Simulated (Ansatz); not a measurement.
# BaTiO3 (P1) in Ansatz: further runs

Aim: see how the results for BaTiO3 move with the level of theory and the settings. Levels: PBE, PBE+U. Tasks: band structure.

Everything below comes from runs of Ansatz 0.2.0. Logs are shortened: lines on timing, memory, paths and dates and some standing lists are left out, and cuts for length are marked.

## 1. The undisturbed crystal

The typed cell holds 5 atoms: a = 4.004 Å, b = 4.004 Å, c = 4.004 Å, α = 89.85°, β = 89.85°, γ = 89.85°.

## 2. Band structure, PBE (all atoms moved at random, sigma 0.05 Å a component)

Input file input.yaml:

```yaml
crystal:
  lattice:
    - [2.82766816, 1.63255497, 2.31773161]
    - [-2.82766816, 1.63255497, 2.31773161]
    - [0.0, -3.26510994, 2.31773161]
  atoms:
    - { symbol: Ba, position: [0.03347316, 0.98846853, 0.00183776] }
    - { symbol: Ti, position: [0.50610326, 0.52748478, 0.53723216] }
    - { symbol: O, position: [0.48624715, 0.49714708, 0.97115146] }
    - { symbol: O, position: [0.47408987, 0.98641501, 0.47201237] }
    - { symbol: O, position: [0.97878656, 0.47918459, 0.49646624] }
hamiltonian:
  xc: pbe
  pseudopotentials: { kind: paw }
kpoints:
  mp_grid: { grid: [7, 7, 7] }
  band_path:
    path:
      - [[0.0, 0.0, 0.0], [0.5, 0.0, 0.0], [0.5, 0.4974305484, -0.4974305484]]
      - [[0.5025694516, 0.5, 0.4974305484], [0.5, 0.5, 0.5], [0.0, 0.0, 0.0], [0.4987152742, 0.0, -0.4987152742]]
      - [[0.5012847258, 0.4987152742, 0.0], [0.5, 0.5, 0.0], [0.5012847258, 0.5012847258, 0.4974305484], [0.5, 0.5, 0.5]]
      - [[0.5, 0.0, 0.0], [0.5025694516, 0.4987152742, 0.4987152742]]
    npoints: 14
scf:
  occupations: { method: fermi_dirac, width: 0.05 }
  n_extra_bands: 12
output:
  forces: true
  stress: true
  eigenvalues: true
  fatbands: true
```

Potentials or basis: Ansatz PAW.

On the command line:

```sh
> ansatz run input.yaml --threads 2 --pin off --max-ram 5632MiB --backend cpu --events-out ev --progress --plain --runs-dir out
```

What it wrote:

```text
Warning: RAYON_NUM_THREADS=2 ignored (pool sized by the plan → 2); use --threads N
scf.n_extra_bands = 12 over 20 filled bands (N_el = 40.0): the run solves 32 bands
Engine: ansatz 0.2.0, aarch64-unknown-linux-gnu
Pseudopotentials: kind: paw
Pseudopotential: Ba, paw, valence charge 10, recommended cutoff 420 eV (normal), Ba.paw.azcp
Pseudopotential: Ti, paw, valence charge 12, recommended cutoff 420 eV (normal), Ti.paw.azcp
Pseudopotential: O, paw, valence charge 6, recommended cutoff 420 eV (normal), O.paw.azcp
Functional definition: PBE
  parameter kappa = 0.804
  parameter beta = 0.06672455060314922
  exchange = pbe_x(kappa = kappa, mu = beta*pi^2/3)
  correlation = pbe_c(beta = beta)
Crystal: 5 atoms, lattice volume = 64.196 Å³
Basis set: ecut = 420 eV, 1237 PW (Γ), exchange–correlation on 54×54×54 points (8 copies of the dense FFT grid, shifted against one another)
Bands: 32, of which v1, the nominal top of the filled ones, is band 20 counted from 1 (19 counted from 0)
Symmetry: 1 space group operations
Space group: P1 (ITA 1), of the structure as read, at distance tolerance 4.0e-5 Å
k-points: 172 of 343 (time reversal used)
Non-local potential: Ba, projectors of the file, l = 0: 3, l = 1: 2, l = 2: 2, l = 3: 2
Non-local potential: Ti, projectors of the file, l = 0: 3, l = 1: 2, l = 2: 3, l = 3: 1
Non-local potential: O, projectors of the file, l = 0: 2, l = 1: 2, l = 2: 1
PAW form: soft (Blöchl's): semilocal exchange-correlation on the pseudo side does not see the compensation charge
PAW one-centre angular grid: Ba, 194 points (default); XC on 64 Gauss nodes
PAW one-centre angular grid: Ti, 590 points (default); XC on 64 Gauss nodes
PAW one-centre angular grid: O, 110 points (default); XC on 64 Gauss nodes
Initial density: superposition of atomic densities (neutral atoms: chi_scale 0, normalization atom), corrected by the library's trained network
Initial wavefunctions: pseudopotential atomic-orbital guess
Functional: x = pbe(κ = 0.804, μ = 0.2195149727645171), c = pbe(β = 0.06672455060314922)
SCF iter   1: F=—  HF=-10159.351501 eV  |F-HF|=—  |Δ(HF+E_count)|=         —  Δρ=1.51e-3  dr2=8.37e-4  ethr=1.77e-3  ⟨swp⟩=6.8  Hψ=29589  notcnv=0  defer=214
preconditioner: auto → Resta (q_TF=auto, 2.521 Å⁻¹)  ε∞=4.1  [insulator: Δε(μ)=2.773 eV  Ē_g=14.911 eV  σ=0.050 eV  W_gap=1.00  n_scr=18 (ndim 8)  ℏωp=26.2 eV  f_vac=0.000  D(μ)=0.00/eV (n_scr^D=0)  ε∞_Penn≈4.1]
SCF iter   2: F=—  HF=-10159.352219 eV  |F-HF|=—  |Δ(HF+E_count)|=   7.18e-4  Δρ=7.67e-4  dr2=1.60e-4  ethr=2.09e-6  ⟨swp⟩=2.0  Hψ=10319  notcnv=0  defer=553
SCF iter   3: F=—  HF=-10159.352404 eV  |F-HF|=—  |Δ(HF+E_count)|=   1.85e-4  Δρ=3.50e-4  dr2=3.46e-5  ethr=4.01e-7  ⟨swp⟩=2.4  Hψ=7151  notcnv=0  defer=553
SCF iter   4: F=—  HF=-10159.352289 eV  |F-HF|=—  |Δ(HF+E_count)|=   1.16e-4  Δρ=5.15e-5  dr2=1.47e-6  ethr=8.66e-8  ⟨swp⟩=2.0  Hψ=7358  notcnv=0  defer=553
SCF iter   5: F=—  HF=-10159.352289 eV  |F-HF|=—  |Δ(HF+E_count)|=   2.40e-7  Δρ=1.35e-5  dr2=1.48e-7  ethr=3.66e-9  ⟨swp⟩=2.0  Hψ=7258  notcnv=0  defer=553
SCF iter   6: F=-10159.352289 eV  HF=-10159.352289 eV  |F-HF|=9.15e-9  |Δ(HF+E_count)|=   1.12e-8  Δρ=4.19e-6  dr2=1.51e-8  ethr=2.50e-10  ⟨swp⟩=11.1  Hψ=29983  notcnv=0
SCF 1 converged in 6 iterations: F = -10159.352289 eV  dr2 = 1.51e-8
NSCF: frozen V_eff on 130 k-points
SCF converged after 6 iterations
Free energy (F): -10159.352289 eV
Harris-Foulkes:  -10159.352289 eV  (|F-HF|=9.15e-9)
Internal energy: -10159.352289 eV  (E = F + TS)
E sigma→0 (E₀):  -10159.352289 eV
Fermi energy:    11.658168 eV
--- Per-component energies (eV) ---
  E_band       = -139.216299
  E_kinetic    = 974.857884
  E_local      = -2147.394891  (includes V_loc(G=0)·N_el)
  E_nonlocal   = 204.697309
  E_hartree    = 843.340691
  E_xc         = -492.383403
  E_vxc        = -547.348928  (∫ρ·V_xc dr)
  E_paw        = -6745.764742  (= ΣΔE_a)
  E_vpaw       = -310.711939  (= ΣTr[D̂ρ^β])
  E_aug_tail   = 0.007438  (compensation charges beyond the density's cutoff)
  E_ewald      = -2796.712577
  E_smearing   = -0.000000  (= −TS)
  E_closure    = 0.000000  (closes the sum)
  Σ components = -10159.352289   (vs F -10159.352289, Δ=0.00e0)
--- Forces (eV/Å), atoms counted from 1 ---
  atom   1  Ba    -1.16652862    -0.38375720    -0.17839923
  atom   2  Ti     0.90198547     1.46605925    -1.36777777
  atom   3  O      0.10908904    -1.16464715     0.83784412
  atom   4  O      0.29354445    -0.20235821     0.51939354
  atom   5  O     -0.13808031     0.28471044     0.18896820
  max |Σ_I F_I| component: 2.89e-5 eV/Å
--- Stress (GPa, compression-positive) ---
        7.257421       0.166493      -0.348994
        0.166494      11.541072      -4.509931
       -0.348998      -4.509930       9.559772
  P = ⅓ Tr σ = 9.4528 GPa (94.528 kbar)
--- Band table (eV; the first three rows and the last of 172) ---
  k-point 0: bands = ["-45.7382", "-22.1809", "-22.0210", "-21.9820", "-14.3951", "-6.6007", "-5.9875", "-5.7447", "0.3927", "0.4227", "0.4510", "7.9589", "8.0220", "8.1102", "8.4833", "8.5060", "9.0172", "9.5152", "9.6228", "9.6730", "12.9953", "13.2531", "13.5907", "15.0763", "15.3461", "15.5402", "15.6236", "17.5685", "18.9553", "18.9917", "19.0911", "21.4257"]
  k-point 1: bands = ["-45.7381", "-22.1912", "-22.0206", "-21.9816", "-14.3719", "-6.5697", "-6.0216", "-5.7388", "0.4205", "0.4544", "0.5240", "7.6175", "7.9005", "8.0054", "8.3465", "8.4021", "8.9158", "9.3911", "9.5074", "9.6347", "13.0451", "13.4483", "13.7198", "15.0923", "15.7061", "15.8865", "15.9404", "18.0630", "18.9351", "19.1740", "19.3012", "21.4270"]
  k-point 2: bands = ["-45.7377", "-22.2143", "-22.0196", "-21.9806", "-14.3190", "-6.5946", "-5.9935", "-5.7224", "0.4822", "0.5063", "0.7089", "6.8263", "7.6809", "7.8314", "8.0903", "8.2152", "8.6889", "8.9657", "9.3733", "9.5687", "13.1389", "13.9340", "14.1306", "15.1048", "16.3727", "16.5907", "16.8067", "18.7892", "19.1154", "19.6602", "19.9513", "21.2930"]
  k-point 171: bands = ["-45.7370", "-22.1885", "-22.0373", "-22.0210", "-14.2490", "-6.7137", "-5.9193", "-5.5194", "0.4058", "0.5149", "0.7487", "6.5461", "7.1652", "7.5734", "7.6680", "7.8148", "8.3742", "8.8791", "9.3751", "9.3941", "13.7953", "14.0729", "14.3731", "15.8779", "16.8048", "17.7306", "18.1990", "19.1286", "19.4801", "19.5974", "20.5021", "21.2888"]
```

Wall time 41 s (2 threads of Arm Neoverse V1, shared host); peak memory 0.6 GiB.

Results:

| Quantity | Value |
| --- | --- |
| Free energy | -10159.3523 eV |
| Pressure | 9.5 GPa |
| Largest force | 2.199 eV/Å |
| Band gap on the k mesh | 2.78 eV, indirect (least direct gap 3.32 eV) |
| Band gap along the path | 2.71 eV, indirect (least direct gap 3.29 eV) |

Forces on the atoms (eV/Å):
```
Ba  -1.167 -0.384 -0.178
Ti   0.902  1.466 -1.368
O    0.109 -1.165  0.838
O    0.294 -0.202  0.519
O   -0.138  0.285  0.189
```

Levels at the corners of the path, in eV from the valence-band top:
```csv
point,band 16,band 17,band 18,band 19,band 20,band 21,band 22,band 23,band 24,band 25
Γ,-1.78,-1.27,-0.77,-0.66,-0.61,2.71,2.97,3.30,4.79,5.06
L,-2.08,-1.72,-1.53,-1.32,-1.08,3.34,3.83,4.15,5.02,6.08
B1,-2.43,-2.13,-0.36,-0.14,0.00,4.27,4.55,4.70,6.40,6.63
B,-2.43,-2.13,-0.36,-0.14,0.00,4.27,4.55,4.70,6.40,6.63
Z,-2.43,-2.13,-0.36,-0.14,0.00,4.28,4.55,4.70,6.40,6.63
Γ,-1.78,-1.27,-0.77,-0.66,-0.61,2.71,2.97,3.30,4.79,5.06
X,-2.50,-1.52,-1.01,-0.87,-0.16,3.95,4.28,4.48,5.27,7.60
Q,-2.65,-1.70,-1.26,-1.11,-0.01,3.97,4.06,4.34,5.12,7.52
F,-2.65,-1.70,-1.26,-1.11,-0.01,3.97,4.06,4.34,5.12,7.52
P1,-2.43,-2.13,-0.36,-0.14,0.00,4.27,4.55,4.70,6.40,6.63
Z,-2.43,-2.13,-0.36,-0.14,0.00,4.28,4.55,4.70,6.40,6.63
L,-2.08,-1.72,-1.53,-1.32,-1.08,3.34,3.83,4.15,5.02,6.08
P,-2.43,-2.13,-0.36,-0.14,0.00,4.27,4.55,4.70,6.40,6.63
```

Caveat: the k mesh misses the band edges, so the gap on the mesh is wider than the one along the path; the pressure holds a Pulay correction of +0.5 GPa for the finite cutoff; spin-orbit coupling is left out, which moves the levels of the heavy elements; forces of over 1 eV/Å show positions far from the minimum, so gaps and moduli don't describe the material at rest.

## 3. Band structure, PBE+U (all atoms moved at random, sigma 0.05 Å a component)

Changes to input.yaml since step 2:

```diff
@@ -14,2 +14,3 @@
   pseudopotentials: { kind: paw }
+  hubbard: { sites: [{ species: Ti, l: d, u_eff: 1.0 }] }
 kpoints:
@@ -30,2 +31,6 @@
   eigenvalues: true
-  fatbands: true
+  fatbands: false
+  write_density: true
+  write_potential: true
+  elf: true
+  volumetric_format: npy
```

Potentials or basis: Ansatz PAW.

On the command line:

```sh
> ansatz run input.yaml --threads 2 --pin off --max-ram 5632MiB --backend cpu --events-out ev --progress --plain --runs-dir out
```

What it wrote:

```text
Warning: RAYON_NUM_THREADS=2 ignored (pool sized by the plan → 2); use --threads N
Ba: projections on atomic orbitals take those of the free atom [Kr 4d10] 5s2 5p6 6s2, of charge +0.00 (hamiltonian.pseudopotentials.projection_atoms); the dataset's partial waves leave at most 9.7e-6 of an orbital's norm unspanned inside its sphere
Ti: projections on atomic orbitals take those of the free atom [Ne] 3s2 3p6 3d2 4s2, of charge +0.00 (hamiltonian.pseudopotentials.projection_atoms); the dataset's partial waves leave at most 4.1e-7 of an orbital's norm unspanned inside its sphere
O: projections on atomic orbitals take those of the free atom [He] 2s2 2p4, of charge +0.00 (hamiltonian.pseudopotentials.projection_atoms); the dataset's partial waves leave at most 1.9e-8 of an orbital's norm unspanned inside its sphere
scf.n_extra_bands = 12 over 20 filled bands (N_el = 40.0): the run solves 32 bands
[... 10 set-up lines as earlier in the session ...]
Crystal: 5 atoms, lattice volume = 64.196 Å³
Basis set: ecut = 420 eV, 1237 PW (Γ), exchange–correlation on 54×54×54 points (8 copies of the dense FFT grid, shifted against one another)
Bands: 32, of which v1, the nominal top of the filled ones, is band 20 counted from 1 (19 counted from 0)
[... 2 set-up lines as earlier in the session ...]
k-points: 172 of 343 (time reversal used)
[... 7 set-up lines as earlier in the session ...]
Initial density: superposition of atomic densities (chi_scale 0.1, normalization cell, long waves kept (reshape's long-wave potential 0.00 eV rms))
[... 2 set-up lines as earlier in the session ...]
SCF iter   1: F=—  HF=-10158.803903 eV  |F-HF|=—  |Δ(HF+E_count)|=         —  Δρ=5.04e-2  dr2=1.82e0  ethr=3.10e-3  ⟨swp⟩=7.7  Hψ=31922  notcnv=0  defer=136
preconditioner: auto → Resta (q_TF=auto, 2.521 Å⁻¹)  ε∞=4.5  [insulator: Δε(μ)=3.257 eV  Ē_g=13.660 eV  σ=0.050 eV  W_gap=1.00  n_scr=18 (ndim 8)  ℏωp=25.4 eV  f_vac=0.000  D(μ)=0.00/eV (n_scr^D=0)  ε∞_Penn≈4.5]
SCF iter   2: F=—  HF=-10158.503595 eV  |F-HF|=—  |Δ(HF+E_count)|=   3.00e-1  Δρ=2.73e-2  dr2=4.85e-1  ethr=3.10e-3  ⟨swp⟩=3.0  Hψ=10702  notcnv=0  defer=1105
SCF iter   3: F=—  HF=-10158.475620 eV  |F-HF|=—  |Δ(HF+E_count)|=   2.80e-2  Δρ=1.82e-2  dr2=2.35e-1  ethr=1.21e-3  ⟨swp⟩=2.7  Hψ=8444  notcnv=0  defer=1105
SCF iter   4: F=—  HF=-10158.441689 eV  |F-HF|=—  |Δ(HF+E_count)|=   3.39e-2  Δρ=5.50e-3  dr2=1.62e-2  ethr=5.87e-4  ⟨swp⟩=2.8  Hψ=7607  notcnv=0  defer=1097
SCF iter   5: F=—  HF=-10158.443442 eV  |F-HF|=—  |Δ(HF+E_count)|=   1.75e-3  Δρ=1.64e-3  dr2=1.29e-3  ethr=4.05e-5  ⟨swp⟩=2.7  Hψ=8528  notcnv=0  defer=1116
SCF iter   6: F=—  HF=-10158.444259 eV  |F-HF|=—  |Δ(HF+E_count)|=   8.18e-4  Δρ=1.03e-3  dr2=5.43e-4  ethr=3.23e-6  ⟨swp⟩=2.0  Hψ=7353  notcnv=0  defer=1116
SCF iter   7: F=—  HF=-10158.444244 eV  |F-HF|=—  |Δ(HF+E_count)|=   1.55e-5  Δρ=1.85e-4  dr2=1.21e-5  ethr=1.36e-6  ⟨swp⟩=2.0  Hψ=6644  notcnv=0  defer=1116
SCF iter   8: F=—  HF=-10158.444265 eV  |F-HF|=—  |Δ(HF+E_count)|=   2.17e-5  Δρ=2.61e-5  dr2=4.27e-7  ethr=3.01e-8  ⟨swp⟩=2.0  Hψ=7698  notcnv=0  defer=1116
SCF iter   9: F=—  HF=-10158.444266 eV  |F-HF|=—  |Δ(HF+E_count)|=   5.00e-7  Δρ=2.10e-5  dr2=2.43e-7  ethr=2.50e-10  ⟨swp⟩=17.5  Hψ=49360  notcnv=0
SCF iter  10: F=-10158.444266 eV  HF=-10158.444266 eV  |F-HF|=3.26e-8  |Δ(HF+E_count)|=   2.57e-8  Δρ=9.77e-6  dr2=5.28e-8  ethr=2.50e-10  ⟨swp⟩=7.0  Hψ=31623  notcnv=0
SCF 1 converged in 10 iterations: F = -10158.444266 eV  dr2 = 5.28e-8
NSCF: frozen V_eff on 130 k-points
SCF converged after 10 iterations
Free energy (F): -10158.444266 eV
Harris-Foulkes:  -10158.444266 eV  (|F-HF|=3.26e-8)
Internal energy: -10158.444266 eV  (E = F + TS)
E sigma→0 (E₀):  -10158.444266 eV
Fermi energy:    11.741039 eV
--- Per-component energies (eV) ---
  E_band       = -139.706266
  E_kinetic    = 974.874450
  E_local      = -2145.958065  (includes V_loc(G=0)·N_el)
  E_nonlocal   = 204.368730
  E_hartree    = 842.140842
  E_xc         = -492.467628
  E_vxc        = -547.455364  (∫ρ·V_xc dr)
  E_hubbard    = 0.902248  (on-site DFT+U / exact-exchange correction)
  E_vhub       = 0.606925  (the Hubbard potential's part of the band-sum identity)
  E_paw        = -6745.599712  (= ΣΔE_a)
  E_vpaw       = -310.432691  (= ΣTr[D̂ρ^β])
  E_aug_tail   = 0.007447  (compensation charges beyond the density's cutoff)
  E_ewald      = -2796.712577
  E_smearing   = -0.000000  (= −TS)
  E_closure    = 0.000000  (closes the sum)
  Σ components = -10158.444266   (vs F -10158.444266, Δ=0.00e0)
--- Forces (eV/Å), atoms counted from 1 ---
  atom   1  Ba    -1.17170393    -0.38707627    -0.16998112
  atom   2  Ti     0.91966097     1.49630498    -1.47769057
  atom   3  O      0.10813544    -1.23000113     0.88301552
  atom   4  O      0.25299686    -0.17900672     0.54706684
  atom   5  O     -0.10913426     0.29987388     0.21754700
  max |Σ_I F_I| component: 9.47e-5 eV/Å
--- Stress (GPa, compression-positive) ---
        7.630136       0.155554      -0.334258
        0.155554      11.948446      -4.522147
       -0.334259      -4.522146       9.859498
  P = ⅓ Tr σ = 9.8127 GPa (98.127 kbar)
--- Band table (eV; the first three rows and the last of 172) ---
  k-point 0: bands = ["-45.9526", "-22.3781", "-22.2229", "-22.1855", "-14.3688", "-6.5734", "-5.9383", "-5.6909", "0.4179", "0.4480", "0.4759", "7.9748", "8.0356", "8.1218", "8.5354", "8.5538", "9.0534", "9.5703", "9.6584", "9.7110", "13.1241", "13.3702", "13.6976", "15.0979", "15.3496", "15.5453", "15.6586", "17.5837", "18.9604", "18.9982", "19.0953", "21.4496"]
  k-point 1: bands = ["-45.9525", "-22.3881", "-22.2225", "-22.1851", "-14.3457", "-6.5438", "-5.9739", "-5.6850", "0.4465", "0.4803", "0.5494", "7.6328", "7.9217", "8.0231", "8.3983", "8.4473", "8.9514", "9.4303", "9.5561", "9.6702", "13.1730", "13.5597", "13.8206", "15.1093", "15.7080", "15.8966", "15.9778", "18.0788", "18.9435", "19.1823", "19.3094", "21.4493"]
  k-point 2: bands = ["-45.9520", "-22.4103", "-22.2216", "-22.1842", "-14.2928", "-6.5653", "-5.9561", "-5.6691", "0.5102", "0.5337", "0.7350", "6.8459", "7.7152", "7.8523", "8.1413", "8.2598", "8.7252", "8.9987", "9.4235", "9.5989", "13.2659", "14.0336", "14.2195", "15.1190", "16.3684", "16.6130", "16.8406", "18.8033", "19.1328", "19.6759", "19.9670", "21.3146"]
  k-point 171: bands = ["-45.9513", "-22.3854", "-22.2376", "-22.2241", "-14.2215", "-6.6814", "-5.8736", "-5.4893", "0.4362", "0.5416", "0.7756", "6.5710", "7.2128", "7.5930", "7.7129", "7.8702", "8.4123", "8.9117", "9.4184", "9.4349", "13.8931", "14.1696", "14.4544", "15.8875", "16.8117", "17.7630", "18.2248", "19.1474", "19.4990", "19.6168", "20.5280", "21.3062"]
Occupation matrices written to <dir>
```

Run time: 54 s. Hardware: 2 threads of Arm Neoverse V1, shared host; peak memory 0.71 GiB.

What came out:

| Quantity | Value |
| --- | --- |
| Free energy | -10158.4443 eV |
| Pressure | 9.8 GPa |
| Largest force | 2.295 eV/Å |
| Band gap on the k mesh | 2.87 eV, indirect (least direct gap 3.41 eV) |
| Band gap along the path | 2.80 eV, indirect (least direct gap 3.38 eV) |

Forces on the atoms (eV/Å):
```
Ba  -1.172 -0.387 -0.170
Ti   0.920  1.496 -1.478
O    0.108 -1.230  0.883
O    0.253 -0.179  0.547
O   -0.109  0.300  0.218
```

Stress tensor (GPa, compression positive):
```
 7.63  0.16 -0.33
 0.16 11.95 -4.52
-0.33 -4.52  9.86
```

Levels at the corners of the path, in eV from the valence-band top:
```tsv
point	band 18	band 19	band 20	band 21	band 22	band 23
Γ	-0.76	-0.67	-0.62	2.80	3.04	3.37
L	-1.53	-1.31	-1.08	3.40	3.89	4.19
B1	-0.36	-0.15	0.00	4.31	4.57	4.72
B	-0.36	-0.15	0.00	4.31	4.57	4.72
Z	-0.36	-0.15	0.00	4.31	4.57	4.72
Γ	-0.76	-0.67	-0.62	2.80	3.04	3.37
X	-1.02	-0.87	-0.16	4.01	4.32	4.50
Q	-1.27	-1.12	-0.01	4.02	4.11	4.38
F	-1.27	-1.12	-0.01	4.02	4.11	4.38
P1	-0.36	-0.15	0.00	4.31	4.57	4.72
Z	-0.36	-0.15	0.00	4.31	4.57	4.72
L	-1.53	-1.31	-1.08	3.40	3.89	4.19
P	-0.36	-0.15	0.00	4.31	4.57	4.72
```

Eigenvalues of the final occupation matrices:
```csv
site,spin,trace,eigenvalues
site 1,1,1.20,0.20 0.21 0.22 0.28 0.30
```

Caveat: the k mesh misses the band edges, so the gap on the mesh is wider than the one along the path; the pressure holds a Pulay correction of +0.5 GPa for the finite cutoff; spin-orbit coupling is left out, which moves the levels of the heavy elements; forces of over 1 eV/Å show positions far from the minimum, so gaps and moduli don't describe the material at rest.
